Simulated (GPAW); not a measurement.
Runs of GPAW 26.7.0 on ZnF2. The structure is tetragonal, space group P4_2/mnm (No. 136). Conventional cell: a = 4.705 Å, b = 4.705 Å, c = 3.134 Å, α = 90.00°, β = 90.00°, γ = 90.00°. Around Zn (site symmetry mmm) lie 6 F at 2.01 to 2.05 Å. Around F (site symmetry m2m) lie 3 Zn at 2.01 to 2.05 Å. 

```csv
task,level,potentials or basis,band path,band points,gap on the mesh (eV),pressure (GPa),V0 of scaled cells (Å³/atom),B0 (GPa),largest force (eV/Å)
equation of state,LDA,"the program's PAW data sets (release 1.2.1) made for this functional, pw",-,-,-,-,10.97,(a),-
band structure,LDA,"the program's PAW data sets (release 1.2.1) made for this functional, pw","GXMGZRAZ,XR,MA",100,3.27,-8.2,-,-,(c)
band structure,r2SCAN,"GPAW PAW data sets (gpaw-data 1.2.1), pw","GXMGZRAZ,XR,MA",100,4.17,-2.4,-,-,0.04
equation of state,PBEsol,"PAW data sets generated in the run's folder for this functional, pw",-,-,-,-,11.59,(d),-
band structure,PBEsol,"PAW data sets generated in the run's folder for this functional, pw","GXMGZRAZ,XR,MA",100,(b),-1.5,-,-,0.07
```

Alike in all rows: no spin polarisation; cell as given; k mesh 4 × 4 × 6; cutoff (eV) 800; smearing fermi-dirac 0.05 eV.

Estimate the missing entries.

(a) 138; (b) 3.35; (c) 0.11; (d) 117.

Caveats: the cell was scaled at fixed shape and fractional positions, which overstates the stiffness of a crystal with free parameters, most of all of layers and chains (some runs); the PAW data sets were made with another functional, which shifts forces and pressure a little (some runs).

Runs at the PBE level aren't shown here.
